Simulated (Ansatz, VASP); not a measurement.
# Two plane-wave programs on MgO

Contents of INCAR:

```
ALGO     = Fast           # electronic algorithm
EDIFF    = 1E-6           # SCF threshold, eV
ENCUT    = 520            # plane-wave cutoff, eV
GGA      = PS             # functional
ISIF     = 2              # what is computed and relaxed
ISMEAR   = 0              # smearing method
LASPH    = T              # aspherical terms in the spheres
LCHARG   = F              # write CHGCAR
LREAL    = F              # projectors in reciprocal space
LWAVE    = F              # write WAVECAR
NBANDS   = 11             # bands
NELM     = 60             # most SCF steps
PREC     = Accurate       # precision mode
SIGMA    = 0.02           # smearing width, eV
```

Contents of KPOINTS:

```
k-points
0
Gamma
  10 10 10
```

Contents of POSCAR:

```
MgO
1.0
   -0.0008754115      2.2220506050      2.2172678690
    2.1952331210      0.0075370795      2.2088553780
    2.1965355625      2.2149405555      0.0062346380
Mg O
1 1
Direct
   -0.0399386460     -0.0136173103      0.0561108119
    0.5399386460      0.5136173103      0.4438891881
```

Input for Ansatz:

```yaml
crystal:
  lattice:
    - [-0.0008754115, 2.222050605, 2.217267869]
    - [2.195233121, 0.0075370795, 2.208855378]
    - [2.1965355625, 2.2149405555, 0.006234638]
  atoms:
    - { symbol: Mg, position: [-0.039938646, -0.0136173103, 0.0561108119] }
    - { symbol: O, position: [0.539938646, 0.5136173103, 0.4438891881] }
basis:
  ecutwfc: 420
kpoints:
  mp_grid: { grid: [10, 10, 10] }
hamiltonian:
  xc: pbesol
scf:
  occupations: { method: gaussian, width: 0.02 }
output:
  forces: true
  stress: true
  eigenvalues: true
```

Change from the starting cell: all atoms moved at random, cell strained at random.

Alike in both runs: task single point; functional PBEsol; k mesh 10 × 10 × 10; occupations gaussian, width 0.02 eV; no spin polarisation.

```csv
,VASP,Ansatz
version,VASP 6.6.1,Ansatz 0.2.0
potentials or method,"VASP PAW PBE potentials, release 64 (Mg, O)","scalar-relativistic, plane waves, PAW"
plane-wave cutoff (eV),520,420
valence electrons in the cell,8,16
```

|  | VASP | Ansatz | Ansatz less VASP |
| --- | --- | --- | --- |
| gap on the k mesh at the Fermi level (eV) | 3.35 | 3.36 | +0.005 |
| least direct gap on the mesh (eV) | 3.35 | 3.36 | +0.005 |
| pressure (GPa) | -11.3 | -10.8 | +0.53 |
| largest component of the traceless stress (GPa) | 5.54 | 5.48 | -0.053 |
| rms of the force components (eV/Å) | 0.529 | 0.525 | -0.0035 |

Atom by atom the forces differ by 0.003 eV/Å (rms over components). The two sets of potentials don't hold the same shells in valence.

Caveats: the PAW data sets were made with another functional, which shifts forces and pressure a little (VASP).
